**CdTe: how the band gap follows the cell size**

Before a gap of CdTe goes into a model of a solar cell or a detector, someone has to choose the cell size at which it is calculated, and whether its shifts are recorded per strain or per pressure. Both choices matter. Over the cells below, the gap doubles with no change of composition or crystal structure.

Kohn–Sham band gaps of zinc-blende CdTe at several fixed cell volumes, calculated with Ansatz 0.2.0 using scalar-relativistic PBE without spin polarization, PAW and a plane-wave cutoff of 420 eV. Both gaps are taken on the k mesh, which is 10×10×10 for the database cell (32.922 Å³/atom) and 8×8×8 for the other eleven, with Gaussian smearing of 0.02 eV.

```
volume (Å³/atom)  shortest distance (Å)  band gap (eV)  least direct gap (eV)
          29.214                  2.667          1.243                  1.243
          29.482                  2.675          1.215                  1.215
          30.575                  2.708          1.102                  1.102
          31.841                  2.745          0.976                  0.976
          31.899                  2.747          0.970                  0.970
          32.745                  2.771          0.890                  0.890
          32.922                  2.776          0.873                  0.873
          33.359                  2.788          0.833                  0.833
          33.688                  2.797          0.803                  0.803
          34.136                  2.809          0.763                  0.763
          35.964                  2.859          0.607                  0.607
          35.969                  2.859          0.607                  0.607
```

Three cells carry the argument. The largest, at 35.969 Å³/atom, is almost free of pressure in this calculation and has a gap of 0.607 eV. The database cell, at 32.922 Å³/atom, has 0.873 eV, and the smallest, at 29.214 Å³/atom, has 1.243 eV. Squeezing the crystal opens the gap at every step that is large enough to show in the printed digits.

**Why shorter bonds open the gap**

The band gap equals the least direct gap in every row, and both band edges lie at the zone centre. The same two edges are therefore being compared throughout. A mesh can miss a band edge that falls between its points, but the zone centre, where CdTe is known to have its gap, is a point of both meshes used here. What changes is the distance between the two edges, so the question is which edge responds more strongly to a shorter bond.

The usual orbital picture of zinc blende suggests an answer. At the zone centre the conduction edge is an antibonding mixture of Cd s and Te s orbitals. An s orbital has no direction, so all four neighbours push this level up together, and they push harder as the bonds shorten. The valence edge is made mainly of Te p orbitals. Their head-on and sideways overlaps with the p orbitals of the neighbours have opposite signs and partly cancel, which leaves this edge less sensitive. What remains of that bonding is expected to pull the edge down as the bonds shorten, while the filled Cd 4d shell below it pushes it up. These two effects work against each other, and the runs do not separate them.

The calculated band edges cannot test this picture, since they neither identify the orbitals nor have an absolute zero. From the largest cell to the smallest, the conduction edge rises by 2.19 eV and the valence edge by 1.55 eV, both measured from the mean electrostatic potential. In these runs that potential is just a constant divided by the volume, and another choice of zero would change both rises by the same amount. Only their difference, the gap opening of 0.64 eV, has a meaning independent of that choice.

A small estimate shows whether the s orbitals can supply an effect of this size. Two levels that lie $2\Delta$ apart and are coupled by $W$ repel each other, and the upper one ends at $\sqrt{\Delta^2+W^2}$ above their midpoint. Rough textbook values give $\Delta\approx5.9$ eV, and $W\approx4.8$ eV in the largest cell. Since $W$ grows as the inverse square of the bond length, it reaches about 5.6 eV in the smallest. The upper level then climbs from about 7.6 to 8.1 eV, so the gap opens by roughly half an eV if the valence edge is held still.

That is the right order of magnitude, but the estimate bends too much. It makes the gap's response to a given fractional change of volume 15% weaker at the large end of the series than at the small end, whereas the calculated response weakens by only 4%. The s–s repulsion is thus a sound guide to the direction and rough size of the effect, and a poor one to its exact course. For a related semiconductor, the question to ask is the same: which orbitals form each edge, and how strongly do they feel the neighbours?

**A rule for strain**

Because the response is so even, one number describes it well:

$$E_g(V)=E_0+a\,\ln\frac{V}{V_0}.$$

Here $E_g$ is the band gap, $V$ the volume per atom, $V_0$ the volume of the largest cell and $E_0$ the gap there. The constant $a$ is the deformation potential of the gap, that is, its change per fractional change of volume.

Real CdTe leaves the zinc-blende structure at roughly 3.5 GPa, so the smallest cells describe a crystal held in a structure it would give up. The calculated pressure does not mark that limit, because PBE makes the relaxed cell too large: the measured cell, near 34 Å³/atom, is already under more than 2 GPa here. A simple test is to find $a$ from the larger cells and then see how far the rule carries. A least-squares fit to the five largest cells, all below 3.6 GPa in the calculation, gives $E_0=0.607$ eV and $a=-3.00$ eV.

The smallest cell was not part of this fit. Its volume ratio is $29.214/35.969=0.812$, with a logarithm of $-0.208$. The rule predicts

$$E_g=0.607+3.00\times0.208=1.23\ \text{eV}.$$

The calculated gap is 0.013 eV higher, which is 2% of the whole opening. The prediction falls short because the response is slightly stronger in the compressed cells. Its size grows from 2.98 eV at the large end to about 3.1 eV and then stays there over the four smallest cells. The s–s repulsion alone would keep steepening, so something must offset it. The push of the Cd 4d shell on the valence edge, which is expected to grow quickly at short distance, is a likely candidate, but these runs do not show it.

For everyday use, the rule can be put in terms of bond length. Bonds 1% longer mean a volume about 3% larger, and hence a gap about 0.09 eV smaller. This holds for equal stretching in all directions. A film clamped to a substrate is stretched differently along its plane and across it, and needs more than this one constant.

**Why pressure is the less convenient scale**

Pressure acts on the gap only through the volume, so the shift per unit pressure is $-a/B$, where $B$ is the bulk modulus, the resistance to compression. The deformation potential hardly changes along the series, but the stiffness does. Between the cells at 34.136 and 35.969 Å³/atom, the calculated pressures give $B=41$ GPa. Between the two cells at 29.214 and 30.575 Å³/atom, they give 81 GPa.

The same extra gigapascal therefore compresses the small cells only half as much. Averaged over these two intervals, it opens the gap by 72 meV at the large end of the series and by 38 meV at the small end; between the two largest cells alone, where the crystal is softer still, the figure is about 80 meV. A coefficient measured near zero pressure would overstate the shift in a strongly compressed crystal, even though the electronic response to a given strain is almost unchanged. Strain is the better quantity to record.

**Rows that can mislead**

The database cell was run on a denser k mesh than the others, so its gap is not strictly a like-for-like value. The difference seems to matter little: the rule, fitted without this cell, meets its gap to within about 1 meV. What matters more is that this cell is not the relaxed crystal of the functional. In the calculation it is under 4.2 GPa, and its gap is 0.27 eV larger than that of the nearly pressure-free cell. Two people using the same functional could disagree by that amount simply because one relaxed the cell and the other did not.

The two largest cells share a printed gap for a plainer reason: their volumes differ by only 0.005 Å³/atom. The rule turns that into a shift of less than 1 meV, so the pair does not mark a levelling-off.

The measured gap is about 1.5 eV, and the smallest cell comes closest to it, but that is no reason to prefer this cell. PBE makes the gap too small, and spin–orbit coupling, which is left out here, would lower it by roughly another 0.3 eV. Compression merely hides part of that error. These results are better used for shifts, added to a gap taken from a more reliable source, bearing in mind that a functional of this kind is expected to make the deformation potential somewhat too small as well.
